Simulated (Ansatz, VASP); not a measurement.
## Sb in VASP and in Ansatz

File INCAR:

```
PREC     = Accurate       # precision mode
ENCUT    = 520            # plane-wave cutoff, eV
EDIFF    = 1E-6           # SCF threshold, eV
ISMEAR   = -1             # smearing method
SIGMA    = 0.1            # smearing width, eV
LREAL    = False          # projectors in reciprocal space
LASPH    = True           # aspherical terms in the spheres
NELM     = 80             # most SCF steps
ALGO     = Normal         # electronic algorithm
ISIF     = 2              # what is computed and relaxed
LWAVE    = False          # write WAVECAR
LCHARG   = True           # write CHGCAR
LELF     = True           # ELF
LVHAR    = True         
NBANDS   = 12             # bands
```

KPOINTS

```
Automatic mesh
0
Gamma
  12 12 7
```

File POSCAR:

```
Sb
1.0
    3.2053992022      0.0000000000      0.0000000000
   -1.6026996011      2.7759571384      0.0000000000
    0.0000000000      0.0000000000      5.2995598121
Sb
2
Direct
    0.3333333333      0.6666666667      0.2500000000
    0.6666666667      0.3333333333      0.7500000000
```

Input for Ansatz:

```yaml
crystal:
  lattice:
    - [3.2053992022, 0.0, 0.0]
    - [-1.6026996011, 2.7759571384, 0.0]
    - [0.0, 0.0, 5.2995598121]
  atoms:
    - { symbol: Sb, position: [0.3333333333, 0.6666666667, 0.25] }
    - { symbol: Sb, position: [0.6666666667, 0.3333333333, 0.75] }
hamiltonian:
  xc: lda
  pseudopotentials:
    kind: paw
    azcp:
      Sb: "pseudopotentials/Sb.paw.azcp"
basis:
  ecutwfc: 420
  fft_grid_basis: typed
kpoints:
  mp_grid: { grid: [12, 12, 7], shift: [0, 0, 0] }
magnetization:
  spin_polarized: false
scf:
  occupations: { method: fermi_dirac, width: 0.1 }
  lower_state_search: "off"
output:
  stress: true
```

Alike in both runs: task single point; functional LDA; k mesh 12 × 12 × 7; occupations fermi-dirac, width 0.1 eV; no spin polarisation.

```csv
,VASP,Ansatz
version,VASP 6.6.1,Ansatz 0.2.0
potentials or method,"VASP PAW LDA potentials, release 64 (Sb)","plane waves (420 eV) with PAW, scalar-relativistic"
plane-wave cutoff (eV),520,420
valence electrons in the cell,10,30
```

|  | VASP | Ansatz | Ansatz less VASP |
| --- | --- | --- | --- |
| pressure (GPa) | 7.6 | 7.4 | -0.27 |
| largest component of the traceless stress (GPa) | 1.64 | 1.56 | -0.076 |

The two sets of potentials don't hold the same shells in valence. Ansatz warned: «pseudo_functional_mismatch».

Spin-orbit coupling is left out, which matters for the levels of Sb.
